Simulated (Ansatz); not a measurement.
SrCl2:

```
Sr Cl
1.0
     0.00000    3.48835    3.48835
     3.48835    0.00000    3.48835
     3.48835    3.48835    0.00000
Sr Cl
1 2
Direct
  0.00000 0.00000 0.00000
  0.75000 0.75000 0.75000
  0.25000 0.25000 0.25000
```

Base run:

```yaml
Program: Ansatz 0.2.0
Functional: LDA
Potentials_or_basis: Ansatz PAW
Cutoff: 420 eV
Density_cutoff: 1680 eV
k_mesh: 6 × 6 × 6
Occupations: fixed
Spin: no spin polarisation
```

Its results: band gap on the k mesh 4.88 eV, indirect (least direct gap 5.16 eV); pressure -2.8 GPa.

Q: The run is repeated on the same cell with these changes: functional from LDA to PBEsol; level from lda to pbesol. What comes out?

A: Band gap on the k mesh 5.14 eV, indirect (least direct gap 5.36 eV); pressure -1.1 GPa.

Caveats: the PAW data sets come from PBE, with cores solved anew for the run's functional, which leaves a small shift of forces and pressure.

Not every run made on this cell is shown here.
